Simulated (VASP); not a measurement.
Here is a VASP 6.6.1 calculation.

The input INCAR:

```
ALGO = Fast
EDIFF = 1E-4
EDIFFG = -0.08
ENCUT = 520
GGA = PE
IBRION = 2
ISIF = 3
ISMEAR = 0
LASPH = True
LCHARG = False
LREAL = False
LWAVE = False
NELM = 60
NSW = 24
PREC = Normal
SIGMA = 0.15
```

KPOINTS

```
k-points
0
Gamma
  3 3 3
```

POSCAR

```
GeSb2Te4
1.0
   -2.5428387900      4.2281490400      5.5116459100
    2.5428387900     -4.2281490400      5.5116459100
    2.5428387900      4.2281490400     -5.5116459100
Ge Sb Te
1 2 4
Direct
    0.0000000000      0.5000000000      0.5000000000
    0.8336530200      0.0000000000      0.8336530200
    0.1663469800      0.0000000000      0.1663469800
    0.5000000000      0.7770765600      0.2770765600
    0.5000000000      0.2229234400      0.7229234400
    0.7155488600      0.5000000000      0.2155488600
    0.2844511400      0.5000000000      0.7844511400
```

Potentials or basis: VASP PAW PBE potentials, release 64 (Ge_d, Sb, Te).

Run with:

```bash
$ cat potpaw_PBE.64/Ge_d/POTCAR potpaw_PBE.64/Sb/POTCAR potpaw_PBE.64/Te/POTCAR > POTCAR
$ mpirun -np 4 vasp_std > vasp.out
```

(1) Estimate the relaxed cell.

(2) What does it give for the relaxed volume?

(3) Estimate the space group after relaxing (to 0.05 Å).

## Answers

(1) a = 8.349 Å, b = 8.349 Å, c = 8.349 Å, α = 140.51°, β = 92.77°, γ = 100.36°.

(2) 49.63 Å³/atom.

(3) Immm (No. 71).

Caveat: the k mesh is coarse (spacing up to 0.48 Å⁻¹), so the values aren't converged; the volume moved by over 15 % at a fixed basis, so the end points are rough.
